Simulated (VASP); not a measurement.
AgI (Iodargyrite), 4 atoms in the cell. The structure is hexagonal, space group P6_3mc (No. 186). The conventional cell has a = 4.481 Å, b = 4.481 Å, c = 7.348 Å, α = 90.00°, β = 90.00°, γ = 120.00°. Around Ag (site symmetry 3m) lie 4 I at 2.75 Å. I (site symmetry 3m) has 4 Ag at 2.75 Å as nearest neighbours. 

| Item | Value |
| --- | --- |
| Program | VASP 6.6.1 |
| Task | relaxation of cell and atoms |
| Functional | LDA |
| Potentials or basis | VASP PAW LDA potentials, release 64 (Ag, I) |
| Cutoff | 600 eV |
| k mesh | 9 × 9 × 4 |
| Occupations | gaussian, width 0.03 eV |
| Spin | no spin polarisation |
| Further INCAR settings | ALGO = Normal; EDIFF = 1e-07; IBRION = 2; EDIFFG = -0.005; NSW = 90; ISIF = 3 |

Potentials or basis: VASP PAW LDA potentials, release 64 (Ag, I).

Run with:

```sh
$ cat potpaw_LDA.64/Ag/POTCAR potpaw_LDA.64/I/POTCAR > POTCAR
$ mpirun -np 1 vasp_std > vasp.out
```

Hardware: 1 thread of Intel(R) Xeon(R) 6975P-C (Granite Rapids), on a shared host.

Question: Estimate the wall time of this run.

Answer: It took 92 s on 1 thread of Intel(R) Xeon(R) 6975P-C (Granite Rapids), with other jobs on the host, peak memory 0.29 GiB. Counts: scf iterations 21, k points 36, ion steps 2.
